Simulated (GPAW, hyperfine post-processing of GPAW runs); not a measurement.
## Sr2Mn2O5: paramagnetic NMR shifts

How far does Mn shift the 17O and 87Sr resonances of Sr2Mn2O5 at 298 K?

Method: DFT, revPBE+U, plane-wave PAW, GPAW setups, collinear spin, scalar-relativistic, in GPAW 26.7.0.

### Step 1. Set-up

It takes space group Cmmm (No. 65, orthorhombic). Conventional cell: a = 7.810 Å, b = 8.386 Å, c = 3.706 Å, α = 90.00°, β = 90.00°, γ = 90.00°. Nearest to Sr lie 10 O at 2.70 to 2.86 Å. Mn has 6 O at 1.85 to 2.29 Å nearest. Nearest to Mn lie 4 O at 1.90 Å. O has 2 Mn at 1.90 to 2.29 Å and 4 Sr at 2.70 Å nearest. Nearest to O lie 2 Mn at 1.90 to 2.00 Å and 4 Sr at 2.80 Å. Nearest to O lie 2 Mn at 1.85 Å and 4 Sr at 2.86 Å. Farther neighbours and most contacts between anions are not listed.

Coordinates:

```xyz
9
Lattice="3.9049 -4.1930 0.0000 3.9049 4.1930 0.0000 0.0000 0.0000 3.7058" Properties=species:S:1:pos:R:3 pbc="T T T"
Sr    1.9524   -2.0965    1.8529
Sr    1.9524    2.0965    1.8529
Mn    3.9049    0.0000    0.0000
Mn    0.0000    0.0000    0.0000
O     3.9049    2.2896    0.0000
O     3.9049   -2.2896    0.0000
O     5.9085    0.0000    0.0000
O     1.9013    0.0000    0.0000
O     3.9049    0.0000    1.8529
```

The cell is a computed entry of the Materials Project; it need not be the form that is stable at ambient conditions. The atoms stand as given; the largest force on them is 0.17 eV/Å.

### Step 2. All moments parallel

The hyperfine field is read from the state with all Mn moments parallel, which stands for the saturated paramagnet. A Hubbard U holds the open shell closer to the ion than the plain functional does, which changes how much spin reaches the ligands. GPAW's U acts on normalised projectors, so its value can't be carried over from other programs one to one.

scf.py

```python
import json
from ase import Atoms
from ase.parallel import parprint
from gpaw import GPAW, PW, FermiDirac, MixerDif

atoms = Atoms(['Sr', 'Sr', 'Mn', 'Mn', 'O', 'O', 'O', 'O', 'O'],
              cell=[[3.904898, -4.19304, 0.0], [3.904898, 4.19304, 0.0], [0.0, 0.0, 3.705764]],
              scaled_positions=[[0.5, 0.0, 0.5], [0.0, 0.5, 0.5], [0.5, 0.5, 0.0], [0.0, 0.0, 0.0], [0.226979, 0.773021, 0.0], [0.773021, 0.226979, 0.0], [0.756553, 0.756553, 0.0], [0.243447, 0.243447, 0.0], [0.5, 0.5, 0.5]],
              magmoms=[0.0, 0.0, 4.0, 4.0, 0.0, 0.0, 0.0, 0.0, 0.0], pbc=True)
atoms.calc = GPAW(mode=PW(500), xc='revPBE', kpts={'size': (4, 4, 5), 'gamma': True}, spinpol=True, setups={'Mn': ':d,3.9'},
                  occupations=FermiDirac(0.02, fixmagmom=True), mixer=MixerDif(0.12, 6, 30),
                  convergence={'density': 1e-5}, maxiter=150, symmetry={'tolerance': 1e-4},
                  legacy_gpaw=True, txt='scf.txt')
parprint('energy', atoms.get_potential_energy())
parprint('moment', atoms.get_magnetic_moment())
parprint('moments', json.dumps(atoms.get_magnetic_moments().round(4).tolist()))
parprint('fermi', json.dumps(list(map(float, atoms.calc.get_fermi_levels()))))
levels = [[e - f for k in range(len(atoms.calc.get_ibz_k_points())) for e in atoms.calc.get_eigenvalues(k, s)] for s, f in enumerate(atoms.calc.get_fermi_levels())]
parprint('gap', min(min(e for e in x if e > 0) + f for x, f in zip(levels, atoms.calc.get_fermi_levels())) - max(max(e for e in x if e <= 0) + f for x, f in zip(levels, atoms.calc.get_fermi_levels())))
parprint('positions', json.dumps(atoms.get_scaled_positions(wrap=False).round(6).tolist()))
parprint('forces', json.dumps(atoms.get_forces().round(4).tolist()))
atoms.calc.write('gs.gpw')
```

A second script reads the saved density on one core and turns GPAW's hyperfine parameters into fields at the nuclei:

contact.py

```python
import numpy as np
from ase import units
from gpaw import GPAW
from gpaw.hyperfine import G_FACTOR_E, alpha, hyperfine_parameters, paw_correction
from gpaw.utilities import unpack_density

calc = GPAW('gs.gpw', legacy_gpaw=True, txt=None)
tesla = units._e / units._hplanck / 7.6225932e6 / 2  # eV per unit g_N to the field at the nucleus
unit = np.pi * alpha**2 * G_FACTOR_E * units._me / units._mp * units.Ha
valence = hyperfine_parameters(calc, exclude_core=True)
print('atom     contact field (T): all, valence')
for a, s in enumerate(calc.get_atoms().symbols):
    args = unpack_density(calc.density.D_asp[a]), calc.wfs.setups[a], calc.hamiltonian.xc
    try:  # the response of the frozen core, atom by atom
        core = (paw_correction(*args, False) - paw_correction(*args, True)) * unit
    except AssertionError:
        core = np.full((3, 3), np.nan)
    print(f'{a + 1:3d} {s:2s} {np.trace(valence[a] + core) / 3 * tesla:11.5f} {np.trace(valence[a]) / 3 * tesla:11.5f}')
```

Run with:

```console
OMP_NUM_THREADS=1 mpirun -n 4 gpaw python scf.py > gpaw.log
python contact.py
```

Numbers of over 12 decimals in the logs are rounded to 6 here.

The program printed:

```text
[a pick of lines from scf.txt and the scripts' output, long numbers rounded; set-up, eigenvalues, and the printed gap, site moments, positions and forces are left out]
Symmetries present (total): 8
80 k-points: 4 x 4 x 5 Monkhorst-Pack grid + [1/8,1/8,0.000000]
21 k-points in the irreducible part of the Brillouin zone
  Cutoff energy: 500.000 eV
Occupation numbers: Fixed magnetic moment: 8.000
  width: 0.0200  # eV
XC parameters: revPBE with 2 nearest neighbor stencil
Number of bands in calculation: 56
Number of valence electrons: 80
iter:   1 01:20:24   -65.137013                   +8.0208
iter:   2 01:20:27   -62.070195   -0.76  -1.05    +8.0062
iter:   3 01:20:30   -60.308686   -0.82  -1.19    +7.9996
[... 14 further iterations ...]
iter:  18 01:21:13   -60.377114c  -8.40c -4.76    +8.0000
iter:  19 01:21:16   -60.377116c  -8.34c -4.98    +8.0000
iter:  20 01:21:19   -60.377116c  -9.57c -5.17c   +8.0000
Converged after 20 iterations.
Total magnetic moment: (0.000000, 0.000000, 8.000000)
Local magnetic moments:
Free energy:    -60.377220
Extrapolated:   -60.377116
Fermi levels: 5.98548, 6.08141
energy -60.377116
moment 8.000000
fermi [5.985477, 6.081411]
atom     contact field (T): all, valence
  1 Sr     0.89450     0.90150
  2 Sr     0.89450     0.90150
  3 Mn   -59.03335    28.37894
  4 Mn   -26.69828    59.42329
  5 O      4.95879     5.20977
  6 O      4.95879     5.20977
  7 O      0.62153     0.77518
  8 O      0.62153     0.77518
  9 O     -1.21915    -0.56683
```

Run time: 67 s. Hardware: 4 MPI ranks of Arm Neoverse V1, shared host.

The cell holds 8.00 μB on 2 Mn, so S = 2.00. The total moment is held at that value. The contact field is B = (2μ₀/3) μB ρ_s, 7.769 T for 1 e/Å³, and A_iso = γB/(2πS) sums over all ions. The valence part leaves out the polarisation of the frozen cores, which GPAW adds afterwards by solving for the core states in the spin-dependent potential:

```csv
site,atom,atoms in cell,links to Mn,field (T),valence part (T),A_iso (MHz)
O(1),5,2,bonded to 2 Mn at 1.90 to 2.29 Å,4.96,5.21,-14.3
O(2),7,2,bonded to 2 Mn at 1.90 to 2.00 Å,0.622,0.775,-1.79
O(3),9,1,bonded to 2 Mn at 1.85 Å,-1.22,-0.567,3.52
Sr,1,2,8 Mn through links of 86 to 94° (20),0.894,0.901,-0.828
```

### Step 3. Reversing single moments

Above the ordering point the moments are not free: their couplings set the Weiss constant, which scales every shift. Reversing one ion measures these couplings, and shows at once how much of each shift that ion sends.

scf.py: that of step 2 with these lines changed.

```diff
@@ -8,3 +8,3 @@
               scaled_positions=[[0.5, 0.0, 0.5], [0.0, 0.5, 0.5], [0.5, 0.5, 0.0], [0.0, 0.0, 0.0], [0.226979, 0.773021, 0.0], [0.773021, 0.226979, 0.0], [0.756553, 0.756553, 0.0], [0.243447, 0.243447, 0.0], [0.5, 0.5, 0.5]],
-              magmoms=[0.0, 0.0, 4.0, 4.0, 0.0, 0.0, 0.0, 0.0, 0.0], pbc=True)
+              magmoms=[0.0, 0.0, -4.0, 4.0, 0.0, 0.0, 0.0, 0.0, 0.0], pbc=True)
 atoms.calc = GPAW(mode=PW(500), xc='revPBE', kpts={'size': (4, 4, 5), 'gamma': True}, spinpol=True, setups={'Mn': ':d,3.9'},
```

The program printed:

```text
[a pick of lines from scf.txt and the scripts' output, long numbers rounded; set-up, eigenvalues, and the printed gap, site moments, positions and forces are left out]
Symmetries present (total): 8
80 k-points: 4 x 4 x 5 Monkhorst-Pack grid + [1/8,1/8,0.000000]
21 k-points in the irreducible part of the Brillouin zone
  Cutoff energy: 500.000 eV
Occupation numbers: Fixed magnetic moment: 0.000
  width: 0.0200  # eV
XC parameters: revPBE with 2 nearest neighbor stencil
Number of bands in calculation: 52
Number of valence electrons: 80
iter:   1 01:21:31   -64.953806                   +0.0000
iter:   2 01:21:34   -61.982572   -0.59  -1.04    +0.0000
iter:   3 01:21:37   -60.233312   -0.66  -1.19    -0.0000
[... 14 further iterations ...]
iter:  18 01:22:17   -60.321337c  -8.12c -4.81    +0.0000
iter:  19 01:22:19   -60.321338c  -8.38c -4.91    +0.0000
iter:  20 01:22:22   -60.321338c  -7.89c -5.01c   +0.0000
Converged after 20 iterations.
Total magnetic moment: (0.000000, 0.000000, 0.000000)
Local magnetic moments:
Free energy:    -60.321338
Extrapolated:   -60.321338
Fermi levels: 6.14724, 6.09924
energy -60.321338
moment 3.4026947925980267e-13
fermi [6.147243, 6.099245]
atom     contact field (T): all, valence
  1 Sr     0.12752     0.13719
  2 Sr     0.12752     0.13719
  3 Mn    54.94650   -32.96436
[...]
8 O     -0.97125    -0.72711
  9 O      1.85466     1.24122
```

Wall time 63 s (4 MPI ranks); 4.1 min of CPU time.

The parallel state has -60.3771 eV at zero smearing. Each flip reverses one ion with all its periodic images. It gives an energy and, by half the change of the contact field, the share of that set of ions in each shift at 298 K (ppm; atoms of one site can get unlike shares):

```
atom reversed  energy (eV)  change (meV)   O(1)  O(2)   O(3)    Sr
          Mn3     -60.3213          55.8  20300  3590  -6930  1730
          Mn4     -60.3213          55.8   2020  -788   1430  2300
```

In mean-field theory Θ = ΔE (S + 1) / (6 S k_B), as a plain mean over the flips, not weighted by how often each ion occurs: Θ = 162 K. Couplings between an ion and its own images are missing, and in this cell images lie no farther than 1.2 times the shortest distance between magnetic ions, so couplings that may matter are lost and this Θ is not relied on. Θ = 0 is used for the shifts.

### Step 4. Cost against result

Spin transfer to the ligands hangs on how far the functional delocalises the open shell, so other levels show how much the fields depend on it.

Contact fields (T) with all moments parallel; times on 4 MPI ranks of Arm Neoverse V1, shared host. The cutoff is 500 eV where none is named; the moment is held in each run.

```
                           level  moment (μB)     time  O(1)    O(2)   O(3)     Sr
             revPBE +U Mn 3.9 eV         8.00     67 s  4.96   0.622  -1.22  0.894
             revPBE (gap closed)         8.00     70 s  6.19    2.50   2.00   1.50
revPBE +U Mn 1.9 eV (gap closed)         8.00     70 s  5.62    1.59  0.321   1.19
             revPBE +U Mn 5.5 eV         8.00     70 s  4.40   0.182  -1.85  0.822
                LDA +U Mn 3.9 eV         8.00     65 s  4.51  -0.151  -1.95   1.14
     revPBE +U Mn 3.9 eV, 650 eV         8.00  1.8 min  4.93   0.586  -1.26  0.872
```

### Step 5. Shifts at temperature

The shift is δ = B · g μB (S + 1) / (3 k_B (T − Θ)) with g = 2; at 298 K and Θ = 0 K one tesla gives 4508 ppm. The anisotropy is a sum over point dipoles on the Mn ions, scaled alike; on atoms bound to Mn, spin in their own p shell adds an anisotropy that this leaves out.

```
site  nucleus  δ_iso (ppm)  with the calculated Θ  reduced anisotropy (ppm)  asymmetry
O(1)      17O        22400                  48900                      7140       0.03
O(2)      17O         2800                   6130                      8520       0.06
O(3)      17O        -5500                 -12000                      9900       0.03
  Sr     87Sr         4030                   8820                       328       0.68
```

The reduced anisotropy is δ_zz − δ_iso, with zz the principal value farthest from δ_iso. The Weiss constant adds its own doubt: exchange couplings from semilocal functionals with a U can miss even their sign, and a Θ lower by 100 K would lower every shift by 25 %.

### Step 6. Outcome

```
spin of Mn                                   : 2.00
Weiss constant, mean field (rough, not used) : 162 K
17O contact shift at 298 K, Θ = 0 K          : 22400, 2800, -5500 ppm
87Sr contact shift at 298 K, Θ = 0 K         : 4030 ppm
```

At 298 K the Mn moments shift 17O on O(1) by 22400 ppm, 17O on O(2) by 2800 ppm, 17O on O(3) by -5500 ppm and 87Sr on Sr by 4030 ppm, scaled with a pure Curie law. No measured Weiss constant is at hand, and the one from single flips is too rough to scale with, so the shifts are given for a pure Curie law; the couplings found are strong, so their size is uncertain by a factor of two or more. The calculated Θ of 162 K would multiply them by 2.19. Over the levels shown that carry no mark, the field at O(1) runs from 4.40 T (revPBE +U Mn 5.5 eV) to 4.96 T (revPBE +U Mn 3.9 eV); among the sites in the table it changes sign at O(2). On O(2) the levels differ even in sign, so neither size nor sign of that shift is settled. All this holds only well above the ordering temperature and the strongest exchange, neither of which is computed. The orbital (chemical) shift and the pseudocontact shift from g anisotropy are not included. GPAW's core response is not screened by the valence electrons and can be too large by up to a factor of two, so sites where total and valence fields differ much are unsure by that part. For anions bound to the magnetic ion the point-dipole anisotropy lacks the spin in their own p orbitals, and their lines are broad and relax fast. On O(3) total and valence fields differ by over a quarter of the total (by up to 0.54 times the total); that core part hangs on the functional and on the program's treatment of the cores, and where it exceeds the total neither size nor sign of the shift is settled. The dipole sum is for a spherical crystallite; bulk susceptibility, which broadens real lines, and quadrupolar couplings are left out.

[Logs are printed without paths, hosts, clocks, repeated set-up lines and the standing remarks that a program may print on its own settings, such as how far it seeks lower states.]

[Hosts, paths, dates, database ids (printed as entryN), source tags and the programs' standing remarks are cut or masked in the printed files.]
